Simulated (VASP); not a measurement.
GaSe, 8 atoms in the cell. It takes space group P6_3/mmc (No. 194, hexagonal). The conventional cell has a = 3.714 Å, b = 3.714 Å, c = 15.755 Å, α = 90.00°, β = 90.00°, γ = 120.00°. Around Ga (site symmetry 3m) lie 1 Ga at 2.41 Å and 3 Se at 2.44 Å. Around Se (site symmetry 3m) lie 3 Ga at 2.44 Å. 

```yaml
Program: VASP 6.6.1
Task: relaxation of cell and atoms
Functional: LDA
Potentials_or_basis: VASP PAW LDA potentials, release 64 (Ga_d, Se)
Cutoff: 600 eV
k_mesh: 12 × 12 × 2
Occupations: gaussian, width 0.03 eV
Spin: no spin polarisation
Further_INCAR_settings: ALGO = Normal; EDIFF = 1e-07; IBRION = 2; EDIFFG = -0.005; NSW = 90; ISIF = 3
```

Potentials or basis: VASP PAW LDA potentials, release 64 (Ga_d, Se).

Run with:

```sh
$ cat potpaw_LDA.64/Ga_d/POTCAR potpaw_LDA.64/Se/POTCAR > POTCAR
$ mpirun -np 2 vasp_std > vasp.out
```

Hardware: 2 MPI ranks on AMD EPYC 9R45 96-Core Processor (Zen 5), on a shared host.

Question: Estimate the wall time of this run.

Answer: It took 110 s on 2 MPI ranks on AMD EPYC 9R45 96-Core Processor (Zen 5), with other jobs on the host, peak memory 0.44 GiB a rank. Counts: scf iterations 15, k points 38, ion steps 1.
